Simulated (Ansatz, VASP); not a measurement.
MgO: VASP beside Ansatz

```
Mg O
1.0
     0.00000    2.30620    2.30620
     2.30620    0.00000    2.30620
     2.30620    2.30620    0.00000
Mg O
1 1
Direct
  0.00000 0.00000 0.00000
  0.25000 0.25000 0.25000
```

Alike in both runs: functional PBE; k mesh 15 × 15 × 15; occupations fermi-dirac, width 0.08 eV; no spin polarisation.

Ansatz relaxed the structure, and its values are those at the end. VASP's run is a single point on that final structure, the one shown.

```csv
,VASP,Ansatz
version,VASP 6.6.1,Ansatz 0.2.0
potentials or method,"VASP PAW PBE potentials, release 64 (Mg, O), cutoff 520 eV","all-electron LAPW, scalar-relativistic"
```

```csv
,VASP,Ansatz,Ansatz less VASP
gap on the k mesh at the Fermi level (eV),3.46,3.47,+0.009
pressure (GPa),-0.4,0.0,+0.41
```

Ansatz ran all-electron here, so the differences hold the error of VASP's frozen core and of both bases.

Caveats: an odd mesh through Γ misses points on the zone boundary, where band edges often lie. A hybrid or GW would open this gap; PBE tends to underestimate it.
